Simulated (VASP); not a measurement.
Input of a VASP 6.6.1 run:

INCAR

```
SYSTEM = TaN
  PREC = Accurate
  ENCUT = 520
  EDIFF = 1E-7
  ISMEAR = 0
  SIGMA = 0.05
  LREAL = .False.
  LASPH = .True.
  NELM = 80
  ALGO = Fast
  ISIF = 2
  LWAVE = .False.
  LCHARG = .True.
  ISPIN = 2
  MAGMOM = 0.5 0
  LORBIT = 11
  NUPDOWN = 2
  LMAXMIX = 4
  LDAU = .True.
  LDAUTYPE = 2
  LDAUL = 2 -1
  LDAUU = 7 0
  LDAUJ = 0 0
  LDAUPRINT = 1
  GGA = PE
  LELF = .True.
  LVHAR = .True.
  NBANDS = 19
```

KPOINTS

```
Automatic mesh
0
Gamma
  7 7 7
  0 0 0
```

Contents of POSCAR:

```
TaN
1.0
    0.0000000000      2.1790013100      2.1790013100
    2.1790013100      0.0000000000      2.1790013100
    2.1790013100      2.1790013100      0.0000000000
Ta N
1 1
Direct
    0.5000000000      0.5000000000      0.5000000000
    0.0000000000      0.0000000000      0.0000000000
```

Potentials or basis: VASP PAW PBE potentials, release 64 (Ta_pv, N).

Run with:

```sh
$ cat potpaw_PBE.64/Ta_pv/POTCAR potpaw_PBE.64/N/POTCAR > POTCAR
$ mpirun -np 1 vasp_std > vasp.out
```

Q: Predict the pressure.

A: 68.2 GPa.

Eigenvalues of the final occupation matrices:
```tsv
site	spin	trace	eigenvalues
site 1 d	1	1.89	0.20 0.20 0.50 0.50 0.50
site 1 d	2	0.52	0.06 0.06 0.06 0.18 0.18
```

Caveat: the moment is held away from its start; a pressure of tens of GPa on the cell as given is suspect, and the run, the potentials or the cell itself is likely at fault; the total moment is fixed, so each spin has its own Fermi level. The state reached can hang on the start; a lower one may exist.
